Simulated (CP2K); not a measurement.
C:

```
CELL_PARAMETERS angstrom
2.52210 0.00000 0.00000
-1.26105 2.18420 0.00000
0.00000 0.00000 8.23710
ATOMIC_POSITIONS crystal
C 0.66667 0.33333 0.84375
C 0.33333 0.66667 0.34375
C 0.66667 0.33333 0.65625
C 0.33333 0.66667 0.15625
C 0.00000 0.00000 0.90625
C 0.00000 0.00000 0.40625
C 0.00000 0.00000 0.59375
C 0.00000 0.00000 0.09375
```

This is a hexagonal form of diamond, not graphite.

Program: CP2K 2026.2. Alike in all runs: task band structure; no spin polarisation; cell as given; k mesh 12 × 12 × 4.

Q: Order these runs on this cell by their pressure, lowest first.
A. level TASK; potentials or basis POTENTIAL_UZH C GTH-SCAN-q4; TZVP-MOLOPT-SCAN-GTH basis; smearing fermi-dirac 0.05 eV; EPS_DEFAULT 1.0E-9; NGRIDS 4; basis sets C TZVP-MOLOPT-SCAN-GTH-q4; potentials C GTH-SCAN-q4 of POTENTIAL_UZH; points a segment of the path (NPOINTS) 6
B. level r2SCAN; potentials or basis POTENTIAL_UZH C GTH-SCAN-q4; TZVP-MOLOPT-SCAN-GTH basis; smearing fermi-dirac 0.05 eV; EPS_DEFAULT 1.0E-9; NGRIDS 4; basis sets C TZVP-MOLOPT-SCAN-GTH-q4; potentials C GTH-SCAN-q4 of POTENTIAL_UZH; points a segment of the path (NPOINTS) 10
C. level SCAN; potentials or basis POTENTIAL_UZH C GTH-SCAN-q4; TZVP-MOLOPT-SCAN-GTH basis; smearing fermi-dirac 0.1 eV; EPS_DEFAULT 1.0E-9; NGRIDS 4; basis sets C TZVP-MOLOPT-SCAN-GTH-q4; potentials C GTH-SCAN-q4 of POTENTIAL_UZH; points a segment of the path (NPOINTS) 8
D. level PBEsol; potentials or basis POTENTIAL_UZH C GTH-PBE-q4; TZVP-MOLOPT-PBE-GTH basis; smearing fermi-dirac 0.05 eV; EPS_DEFAULT 1.0E-10; NGRIDS 4; basis sets C TZVP-MOLOPT-PBE-GTH-q4; potentials C GTH-PBE-q4 of POTENTIAL_UZH; points a segment of the path (NPOINTS) 10
E. level RPBE; potentials or basis POTENTIAL_UZH C GTH-PBE-q4; TZVP-MOLOPT-PBE-GTH basis; smearing fermi-dirac 0.05 eV; EPS_DEFAULT 1.0E-10; NGRIDS 5; basis sets C TZVP-MOLOPT-PBE-GTH-q4; potentials C GTH-PBE-q4 of POTENTIAL_UZH; points a segment of the path (NPOINTS) 10

A: C (-234.8 GPa), B (-232.5 GPa), A (-103.8 GPa), D (1.0 GPa), E (5.8 GPa).

Caveats: the basis of atomic orbitals isn't converged, which shifts pressures, moduli and gaps; the potentials were made for another functional, which shifts forces and pressure (some runs); a pressure of tens of GPa on the cell as given is suspect, and the run, the potentials or the cell itself is likely at fault (some runs).
